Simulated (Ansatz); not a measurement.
## Pb: enthalpy against pressure

Pb, P6_3/mmc, a = 3.529 Å, c = 11.532 Å. This isn't the element's structure at ambient conditions. Ansatz: r2SCAN, PAW, 500 eV, Γ-centred 12×12×4 mesh on 4 atoms, Gaussian smearing 0.10 eV; no spin polarisation. Cell and atoms are relaxed at each pressure, and no other structure is tried, so the rows at high pressure may lie past a change of phase. y is the enthalpy over the state at zero pressure; there V0 = 31.087 Å³/atom. The pressures are the targets, met within 0.05 GPa.

| P (GPa) | y (eV/atom) |
| --- | --- |
| -1.0 | -0.1962 |
| 0.0 | 0.0000 |
| 1.0 | 0.1918 |
| 4.0 | 0.7459 |
| 12.0 | 2.1112 |
| 25.0 | 4.1081 |
| 50.0 | ? |
| 90.0 | 12.2942 |

Problem. Fit y = c1 P + c2 P² + c3 P³ to the other rows, say what c1 and c2 mean, and predict the missing value.

Solution. Least squares on the rows shown. y = 0.18950 P − 0.0011713 P² + 6.4832×10⁻⁶ P³. Since dH/dP = V, c1 is V0: 0.18950 eV/GPa × 160.2 = 30.358 Å³ against 31.087; c2 = −V0/(2B0) gives B0 = 81 GPa, where a Birch–Murnaghan fit to the volumes of the same runs (not shown) gives 44 GPa: a cubic over this range folds the higher terms into c2. Above P = −c2/(3 c3) = 60 GPa the cubic's slope, the volume, would rise with pressure, so the form fails there. At P = 50.0 the fit asked for gives 7.3571 eV/atom. The run gave 7.5048 eV/atom, so the fit is 0.1477 eV/atom too low, 1.2 % of the span of the series, against an rms of 0.0043 eV/atom on the fitted rows. With a term in P⁴ added, a fit to the same known rows predicts 7.7261 eV/atom, which misses by about as much or more on the other side: the known rows don't fix the higher terms. Also, this row ran on the mesh 18×18×4, its neighbour on 12×12×4, which can shift it a little.

The mesh isn't the same in all rows (12×12×4, 18×18×4). Spin–orbit coupling is left out, which can shift energies with elements as heavy as these.